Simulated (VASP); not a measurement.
# C (Graphite): how cutoff and mesh change the relaxed cell

How far does the relaxed cell of C (Graphite) depend on cutoff and k mesh? The starting structure is a measured crystal structure from the Crystallography Open Database. The first relaxation on each setting starts from this cell expanded by 3 % in volume.

Method: Kohn-Sham DFT with plane waves and PAW; PBEsol, in VASP 6.6.1.

### Step 1. The starting structure

The structure is hexagonal, space group P6_3/mmc (No. 194). The conventional cell has a = 2.464 Å, b = 2.464 Å, c = 6.711 Å, α = 90.00°, β = 90.00°, γ = 120.00°. C has 3 C at 1.42 Å nearest. Nearest to C lie 3 C at 1.42 Å.

Structure file:

```
C
1.0
     2.46400    0.00000    0.00000
    -1.23200    2.13389    0.00000
     0.00000    0.00000    6.71100
C
4
Direct
  0.66667 0.33333 0.75000
  0.33333 0.66667 0.25000
  0.00000 0.00000 0.75000
  0.00000 0.00000 0.25000
```

### Step 2. Reference relaxation

This run starts from the cell of an earlier relaxation, which isn't shown; the restart sets up the plane waves anew.

Input file INCAR:

```
SYSTEM = C
PREC = Accurate
ENCUT = 520
EDIFF = 1E-06
NELM = 100
ISMEAR = 0
SIGMA = 0.03
LREAL = .FALSE.
ALGO = Normal
GGA = PS
NBANDS = 14
LORBIT = 11
LWAVE = .FALSE.
LCHARG = .FALSE.
KPAR = 8
IBRION = 2
NSW = 50
ISIF = 3
EDIFFG = -0.006
```

Input file POSCAR:

```
C
1.0
    2.4609611412      0.0000000000      0.0000000000
   -1.2304805705      2.1312548660      0.0000000000
    0.0000000000      0.0000000000      7.1701018427
C
4
Direct
    0.6666666667      0.3333333333      0.7500000000
    0.3333333333      0.6666666667      0.2500000000
    0.0000000000      0.0000000000      0.7500000000
    0.0000000000      0.0000000000      0.2500000000
```

Input file KPOINTS:

```
Automatic mesh
0
Gamma
10 10 4
0 0 0
```

The projector-augmented-wave data sets are C (PBE family, release 64).

Run with:

```
$ mpirun -np 8 vasp_std
```

The log of the run:

```text
[banner, memory and clock lines left out]
running    8 mpi-ranks, on    1 nodes
 distrk:  each k-point on    1 cores,    8 groups
 distr:  one band on    1 cores,    1 groups

 POSCAR found type information on POSCAR C
 POSCAR found :  1 types and       4 ions
|                                                                             |
|           W    W    AA    RRRRR   N    N  II  N    N   GGGG   !!!           |
|           W    W   A  A   R    R  NN   N  II  NN   N  G    G  !!!           |
|           W    W  A    A  R    R  N N  N  II  N N  N  G       !!!           |
|           W WW W  AAAAAA  RRRRR   N  N N  II  N  N N  G  GGG   !            |
|           WW  WW  A    A  R   R   N   NN  II  N   NN  G    G                |
|           W    W  A    A  R    R  N    N  II  N    N   GGGG   !!!           |
|                                                                             |
|     For optimal performance we recommend to set                             |
|       NCORE = 2 up to number-of-cores-per-socket                            |
|     NCORE specifies how many cores store one orbital (NPAR=cpu/NCORE).      |
|     This setting can greatly improve the performance of VASP for DFT.       |
|     The default, NCORE=1 might be grossly inefficient on modern             |
|     multi-core architectures or massively parallel machines. Do your        |
|     Unfortunately you need to use the default for GW and RPA                |
|     calculations (for HF NCORE is supported but not extensively tested      |
|     yet).                                                                   |
|                                                                             |

|                                                                             |
|               ----> ADVICE to this user running VASP <----                  |
|                                                                             |
|     You enforced a specific xc type in the INCAR file but a different       |
|     [... a line on the potential file left out ...]
|     I HOPE YOU KNOW WHAT YOU ARE DOING!                                     |
|                                                                             |

 LDA part: xc-table for (Slater+PW92), standard interpolation
 POSCAR, INCAR and KPOINTS ok, starting setup
 FFT: planning ... GRIDC
 FFT: planning ... GRID_SOFT
 FFT: planning ... GRID
 WAVECAR not read
 entering main loop
       N       E                     dE             d eps       ncg     rms          rms(c)
DAV:   1     0.439280534689E+02    0.43928E+02   -0.78791E+03  1176   0.104E+03
DAV:   2    -0.374165674718E+02   -0.81345E+02   -0.73061E+02  1662   0.212E+02
DAV:   3    -0.409600959737E+02   -0.35435E+01   -0.35204E+01  1530   0.430E+01
DAV:   4    -0.410005045064E+02   -0.40409E-01   -0.40384E-01  1458   0.529E+00
DAV:   5    -0.410014004382E+02   -0.89593E-03   -0.89510E-03  1574   0.742E-01    0.905E+00
DAV:   6    -0.391676687707E+02    0.18337E+01   -0.14306E+00  1302   0.792E+00    0.525E+00
DAV:   7    -0.385769047223E+02    0.59076E+00   -0.17058E+00  1332   0.874E+00    0.135E+00
DAV:   8    -0.385827468921E+02   -0.58422E-02   -0.63088E-02  1278   0.168E+00    0.251E-01
DAV:   9    -0.385817981087E+02    0.94878E-03   -0.20646E-03  1506   0.327E-01    0.960E-02
DAV:  10    -0.385820215657E+02   -0.22346E-03   -0.63616E-04  1296   0.167E-01    0.610E-02
DAV:  11    -0.385820222786E+02   -0.71285E-06   -0.24349E-05  1478   0.366E-02    0.612E-03
DAV:  12    -0.385820237341E+02   -0.14555E-05   -0.14404E-06  1226   0.865E-03    0.424E-03
DAV:  13    -0.385820237765E+02   -0.42423E-07   -0.27792E-07  1050   0.442E-03
   1 F= -.38582024E+02 E0= -.38582024E+02  d E =-.385820E+02
[...]
2 F= -.38582038E+02 E0= -.38582038E+02  d E =-.142091E-04
[...]
3 F= -.38582053E+02 E0= -.38582053E+02  d E =-.293228E-04
[...]
4 F= -.38582057E+02 E0= -.38582057E+02  d E =-.365173E-05
[...]
5 F= -.38582066E+02 E0= -.38582066E+02  d E =-.133921E-04
[...]
6 F= -.38582086E+02 E0= -.38582086E+02  d E =-.327836E-04
[...]
7 F= -.38582121E+02 E0= -.38582121E+02  d E =-.679465E-04
 curvature:  -2.31 expect dE=-0.611E-04 dE for cont linesearch -0.534E-05
 ZBRENT: increasing intervall
 opt :   1.2195  next Energy=   -38.582121 (dE=-0.676E-04)
 bond charge predicted
       N       E                     dE             d eps       ncg     rms          rms(c)
DAV:   1    -0.385827898652E+02   -0.66924E-03   -0.20561E-02  1194   0.107E+00    0.932E-02
DAV:   2    -0.385823649137E+02    0.42495E-03   -0.58854E-04  1230   0.171E-01    0.522E-02
DAV:   3    -0.385821751850E+02    0.18973E-03   -0.52859E-04  1212   0.151E-01    0.160E-02
DAV:   4    -0.385821769012E+02   -0.17162E-05   -0.18482E-05  1332   0.300E-02    0.172E-02
DAV:   5    -0.385821754771E+02    0.14240E-05   -0.38617E-07   990   0.537E-03    0.168E-02
DAV:   6    -0.385821759544E+02   -0.47732E-06   -0.67771E-07   672   0.589E-03
   8 F= -.38582176E+02 E0= -.38582176E+02  d E =-.122855E-03
 curvature:   0.15 expect dE= 0.525E-06 dE for cont linesearch  0.518E-06
 trial: gam= 0.00000 g(F)=  0.745E-46 g(S)=  0.360E-05 ort =-0.549E-04 (trialstep = 0.265E+00)
 search vector abs. value=  0.360E-05
 reached required accuracy - stopping structural energy minimisation
```

The job ended after 15 s (8 MPI ranks of Intel Xeon Platinum 8375C at 2.90GHz (Ice Lake), shared host; peak memory 1.3 GiB).

Lines that name or quote the potential files are left out of all logs, and their timing lines are given in words.

OUTCAR, selected parts (step 2):

```text
ion  position               nearest neighbor table
   1  0.667  0.333  0.750-   3 1.42   3 1.42   3 1.42
   2  0.333  0.667  0.250-   4 1.42   4 1.42   4 1.42
   3  0.000  0.000  0.750-   1 1.42   1 1.42   1 1.42
   4  0.000  0.000  0.250-   2 1.42   2 1.42   2 1.42

  LATTYP: Found a hexagonal cell.
 ALAT       =     2.4609611412
 C/A-ratio  =     2.9135372041

 Subroutine GETGRP returns: Found 24 space group operations
 (whereof 12 operations were pure point group operations)

The static configuration has the point symmetry D_3d.
 The point group associated with its full space group is D_6h.

 Found     42 irreducible k-points:

   k-points           NKPTS =     42   k-points in BZ     NKDIM =     42   number of bands    NBANDS=     14

   dimension x,y,z NGX =    18 NGY =   18 NGZ =   54
   dimension x,y,z NGXF=    36 NGYF=   36 NGZF=  108

   ENCUT  =  520.0 eV  38.22 Ry    6.18 a.u.   4.58  4.58 13.33*2*pi/ulx,y,z

   NELECT =      16.0000    total number of electrons

 k-points in reciprocal lattice and weights: Automatic mesh
   0.00000000  0.00000000  0.00000000       0.003
   0.10000000  0.00000000  0.00000000       0.015
   0.20000000  0.00000000  0.00000000       0.015
   0.30000000  0.00000000  0.00000000       0.015
   0.40000000 -0.00000000  0.00000000       0.015
   0.50000000  0.00000000  0.00000000       0.007
   0.10000000  0.10000000  0.00000000       0.015
   0.20000000  0.10000000  0.00000000       0.030
   0.30000000  0.10000000  0.00000000       0.030
[...]
0.40000000  0.20000000  0.50000000       0.015
   0.30000000  0.30000000  0.50000000       0.015

 average (electrostatic) potential at core
       1 -51.4267       2 -51.4267       3 -51.4412       4 -51.4412

 E-fermi :   3.4689

 k-point     1 :       0.0000    0.0000    0.0000
  band No.  band energies     occupation
    ...
      4      -2.9375      2.00000
      5       1.0497      2.00000
      6       1.0497      2.00000
      7       1.0582      2.00000
      8       1.0582      2.00000
      9       7.5793      0.00000
     10      12.3650      0.00000
     11      12.3650      0.00000
     12      12.3923      0.00000
     13      12.3923      0.00000
    ...

 k-point     2 :       0.1000    0.0000    0.0000
  band No.  band energies     occupation
    ...
      4      -2.6616      2.00000
      5       0.1238      2.00000
      6       0.1432      2.00000
      7       0.5661      2.00000
      8       0.5810      2.00000
      9       7.8769      0.00000
     10      12.4191      0.00000
     11      12.4802      0.00000
     12      13.0534      0.00000
     13      13.3618      0.00000
    ...

 k-point     3 :       0.2000    0.0000    0.0000
  band No.  band energies     occupation
    ...
      4      -2.0760      2.00000
      5      -2.0354      2.00000
      6      -1.8470      2.00000
      7      -0.4652      2.00000
      8      -0.4437      2.00000
      9       8.7706      0.00000
     10      12.2260      0.00000
     11      12.3655      0.00000
     12      12.4843      0.00000
     13      12.7637      0.00000
    ...

  Total        0.0025052      0.0025052     -0.0169001      0.0000000      0.0000000      0.0000000
  in kB        0.1061851      0.1061851     -0.7163169      0.0000000      0.0000000      0.0000000
  external PRESSURE =      -0.1679822 kB  Pullay stress =       0.0000000 kB

  energy-cutoff  :      520.00
  volume of cell :       37.80
      direct lattice vectors                 reciprocal lattice vectors
     2.460963379  0.000000000 -0.000000000     0.406344933  0.234603357  0.000000000
    -1.230481690  2.131256804 -0.000000000    -0.000000000  0.469206713  0.000000000
     0.000000000 -0.000000000  7.207001832     0.000000000  0.000000000  0.138753954

 POSITION                                       TOTAL-FORCE (eV/Angst)
 -----------------------------------------------------------------------------------
      1.23048      0.71042      5.40525        -0.000000      0.000000     -0.000000
     -0.00000      1.42084      1.80175         0.000000     -0.000000      0.000000
      0.00000     -0.00000      5.40525         0.000000      0.000000     -0.000000
      1.23048      2.13126      1.80175        -0.000000      0.000000      0.000000
 -----------------------------------------------------------------------------------
    total drift:                                0.000000     -0.000000      0.000000

  FREE ENERGIE OF THE ION-ELECTRON SYSTEM (eV)
  ---------------------------------------------------
  free  energy   TOTEN  =       -38.5821759544 eV

  energy  without entropy=      -38.5821759544  energy(sigma->0) =      -38.58217595

 reached required accuracy - stopping structural energy minimisation

 total charge
# of ion       s       p       d       tot
------------------------------------------
    1        0.860   1.788   0.000   2.648
    2        0.860   1.788   0.000   2.648
    3        0.860   1.786   0.000   2.647
    4        0.860   1.786   0.000   2.647
--------------------------------------------------
tot          3.440   7.149   0.000  10.589

[... 3 further parts left out ...]
```

CONTCAR:

```
C
   1.00000000000000
     2.4609633792164227    0.0000000000000001   -0.0000000000000000
    -1.2304816895082111    2.1312568041790758   -0.0000000000000000
     0.0000000000000000   -0.0000000000000000    7.2070018315218238
  C
     4
Direct
     0.6666666667000030    0.3333333332999970    0.7500000000000000
     0.3333333332999970    0.6666666667000030    0.2500000000000000
     0.0000000000000000    0.0000000000000000    0.7500000000000000
     1.0000000000000000    1.0000000000000000    0.2500000000000000
```

The PAW data sets were made with PBE, which is usual practice but a small mismatch for other functionals. The run keeps the 24 symmetry operations of its start, so it cannot find a distortion of lower symmetry.

The reference relaxation ends at 9.450 Å³ an atom.

### Step 3. Relaxation with a cutoff of 400 eV

Against step 2 the input has ENCUT = 400. This run starts from the cell of an earlier relaxation, which isn't shown; the restart sets up the plane waves anew.

INCAR: that of step 2 with these lines changed.

```diff
@@ -2,3 +2,3 @@
 PREC = Accurate
-ENCUT = 520
+ENCUT = 400
 EDIFF = 1E-06
```

Input file POSCAR:

```
C
1.0
    2.4575751761      0.0000000000      0.0000000000
   -1.2287875880      2.1283225343      0.0000000000
    0.0000000000      0.0000000000      6.6476239878
C
4
Direct
    0.6666666667      0.3333333333      0.7500000000
    0.3333333333      0.6666666667      0.2500000000
    0.0000000000      0.0000000000      0.7500000000
    0.0000000000      0.0000000000      0.2500000000
```

KPOINTS is that of step 2.

Run with:

```
$ mpirun -np 8 vasp_std
```

The log of the run:

```text
[banner, memory and clock lines left out]
running    8 mpi-ranks, on    1 nodes
[...]
[... a notice as in an earlier step ...]

 [... a notice as in an earlier step ...]

 LDA part: xc-table for (Slater+PW92), standard interpolation
 POSCAR, INCAR and KPOINTS ok, starting setup
[...]
entering main loop
       N       E                     dE             d eps       ncg     rms          rms(c)
DAV:   1     0.275804551902E+02    0.27580E+02   -0.69911E+03  1192   0.855E+02
DAV:   2    -0.382912687884E+02   -0.65872E+02   -0.59600E+02  1628   0.189E+02
DAV:   3    -0.409368443728E+02   -0.26456E+01   -0.26322E+01  1560   0.361E+01
DAV:   4    -0.409624303397E+02   -0.25586E-01   -0.25578E-01  1470   0.409E+00
[...]
DAV:  10    -0.385953289480E+02   -0.12435E-03   -0.35674E-04  1308   0.132E-01    0.572E-02
DAV:  11    -0.385953248509E+02    0.40970E-05   -0.21294E-05  1542   0.340E-02    0.342E-03
DAV:  12    -0.385953253264E+02   -0.47550E-06   -0.75450E-07  1152   0.646E-03
   1 F= -.38595325E+02 E0= -.38595325E+02  d E =-.385953E+02
[... from here on, the cycles between the ionic steps are left out ...]
   2 F= -.38595415E+02 E0= -.38595415E+02  d E =-.899286E-04
   3 F= -.38595538E+02 E0= -.38595538E+02  d E =-.212931E-03
   4 F= -.38595867E+02 E0= -.38595867E+02  d E =-.329231E-03
   5 F= -.38596414E+02 E0= -.38596414E+02  d E =-.876009E-03
   6 F= -.38596447E+02 E0= -.38596447E+02  d E =-.908488E-03
[...]
reached required accuracy - stopping structural energy minimisation
```

The job ended after 7.2 s (8 MPI ranks; peak memory 1.1 GiB; 43 s of CPU time).

Parts of OUTCAR (step 3):

```text
  Total       -0.0085666     -0.0085666     -0.0083190     -0.0000000      0.0000000      0.0000000
  in kB       -0.3997090     -0.3997090     -0.3881526     -0.0000000      0.0000000      0.0000000
  external PRESSURE =      -0.3958569 kB  Pullay stress =       0.0000000 kB

 POSITION                                       TOTAL-FORCE (eV/Angst)
 -----------------------------------------------------------------------------------
      1.22838      0.70920      4.92703        -0.000000      0.000000      0.000000
     -0.00000      1.41841      1.64234         0.000000     -0.000000     -0.000000
      1.22838      2.12761      4.92703         0.000000      0.000000      0.000000
      2.45675     -0.00000      1.64234         0.000000      0.000000     -0.000000
 -----------------------------------------------------------------------------------
    total drift:                                0.000000      0.000000      0.000000

  FREE ENERGIE OF THE ION-ELECTRON SYSTEM (eV)
  ---------------------------------------------------
  free  energy   TOTEN  =       -38.5964467450 eV

  energy  without entropy=      -38.5964467450  energy(sigma->0) =      -38.59644674

[... 2 parts as in an earlier step ...]

[... 2 further parts left out ...]
[key lines of the parts left out:]
E-fermi :   4.5118
```

With a cutoff of 400 eV the cell ends at 8.585 Å³ an atom, -9.16 % from the reference, a by -0.2 % and c by -8.8 %, and since the restart alone still moved it by -1.2 % it may not have settled.

### Step 4. Relaxation with a 5×5×2 mesh

Against step 2 the input has a 5×5×2 mesh (also changed: KPAR and NCORE).

INCAR: that of step 3 with these lines changed.

```diff
@@ -2,3 +2,3 @@
 PREC = Accurate
-ENCUT = 400
+ENCUT = 520
 EDIFF = 1E-06
@@ -14,3 +14,4 @@
 LCHARG = .FALSE.
-KPAR = 8
+KPAR = 4
+NCORE = 2
 IBRION = 2
```

Input file POSCAR:

```
C
1.0
    2.4883976263      0.0000000000      0.0000000000
   -1.2441988131      2.1550155591      0.0000000000
    0.0000000000      0.0000000000      6.7774498661
C
4
Direct
    0.6666666667      0.3333333333      0.7500000000
    0.3333333333      0.6666666667      0.2500000000
    0.0000000000      0.0000000000      0.7500000000
    0.0000000000      0.0000000000      0.2500000000
```

Input file KPOINTS:

```
Automatic mesh
0
Gamma
5 5 2
0 0 0
```

Run with:

```
$ mpirun -np 8 vasp_std
```

The log of the run:

```text
[banner, memory and clock lines left out]
running    8 mpi-ranks, on    1 nodes
[...]
[... a notice as in an earlier step ...]

 LDA part: xc-table for (Slater+PW92), standard interpolation
 POSCAR, INCAR and KPOINTS ok, starting setup
[...]
entering main loop
       N       E                     dE             d eps       ncg     rms          rms(c)
DAV:   1     0.340124940433E+02    0.34012E+02   -0.80064E+03   280   0.105E+03
DAV:   2    -0.375660244784E+02   -0.71579E+02   -0.66087E+02   396   0.201E+02
DAV:   3    -0.406073442824E+02   -0.30413E+01   -0.30211E+01   388   0.395E+01
DAV:   4    -0.406382914549E+02   -0.30947E-01   -0.30942E-01   322   0.465E+00
[...]
DAV:  10    -0.384971393536E+02   -0.11454E-03   -0.29908E-04   316   0.121E-01    0.415E-02
DAV:  11    -0.384971499454E+02   -0.10592E-04   -0.33152E-05   322   0.439E-02    0.529E-03
DAV:  12    -0.384971506090E+02   -0.66357E-06   -0.14629E-06   336   0.901E-03
   1 F= -.38497151E+02 E0= -.38497151E+02  d E =-.384972E+02
[... from here on, the cycles between the ionic steps are left out ...]
   2 F= -.38353728E+02 E0= -.38353728E+02  d E =0.143423E+00
   3 F= -.38528503E+02 E0= -.38528503E+02  d E =-.313523E-01
   4 F= -.38528526E+02 E0= -.38528526E+02  d E =-.313755E-01
   5 F= -.38528516E+02 E0= -.38528516E+02  d E =-.313653E-01
   6 F= -.38528582E+02 E0= -.38528582E+02  d E =-.658315E-04
   7 F= -.38528584E+02 E0= -.38528584E+02  d E =-.677548E-04
   8 F= -.38528650E+02 E0= -.38528650E+02  d E =-.665575E-04
   9 F= -.38528836E+02 E0= -.38528836E+02  d E =-.252338E-03
  10 F= -.38529152E+02 E0= -.38529152E+02  d E =-.568766E-03
  11 F= -.38529571E+02 E0= -.38529571E+02  d E =-.987333E-03
  12 F= -.38529679E+02 E0= -.38529679E+02  d E =-.109552E-02
  13 F= -.38529744E+02 E0= -.38529744E+02  d E =-.116004E-02
  14 F= -.38529744E+02 E0= -.38529744E+02  d E =-.116029E-02
[...]
reached required accuracy - stopping structural energy minimisation
```

The job ended after 12 s (8 MPI ranks; peak memory 1.3 GiB).

Parts of OUTCAR (step 4):

```text
  Total        0.0238544      0.0238544     -0.0067152      0.0000000      0.0000000     -0.0000000
  in kB        1.0473025      1.0473025     -0.2948257      0.0000000      0.0000000     -0.0000000
  external PRESSURE =       0.5999264 kB  Pullay stress =       0.0000000 kB

 POSITION                                       TOTAL-FORCE (eV/Angst)
 -----------------------------------------------------------------------------------
      1.23084      0.71063      5.21523        -0.000000     -0.000000      0.000000
     -0.00000      1.42125      1.73841         0.000000      0.000000     -0.000000
      0.00000      0.00000      5.21523        -0.000000      0.000000      0.000000
     -0.00000      0.00000      1.73841         0.000000     -0.000000      0.000000
 -----------------------------------------------------------------------------------
    total drift:                               -0.000000      0.000000      0.000000

  FREE ENERGIE OF THE ION-ELECTRON SYSTEM (eV)
  ---------------------------------------------------
  free  energy   TOTEN  =       -38.5297440052 eV

  energy  without entropy=      -38.5297440052  energy(sigma->0) =      -38.52974401

[... 1 part as in an earlier step ...]

[... 3 further parts left out ...]
[key lines of the parts left out:]
E-fermi :   3.1999
```

Logs of long relaxations may skip ionic steps without a mark.

With a 5×5×2 mesh the cell ends at 9.123 Å³ an atom, -3.46 % from the reference, a by +0.0 % and c by -3.5 %.

(Continued in part 2 of 2.)

[Lines on the potential files, build, host, timing and source positions are cut from VASP's logs without a mark.]

[Logs are printed without paths, hosts, clocks, repeated set-up lines and the standing remarks that a program may print on its own settings, such as how far it seeks lower states.]

[Hosts, paths, dates, database ids (printed as entryN), source tags and the programs' standing remarks are cut or masked in the printed files.]
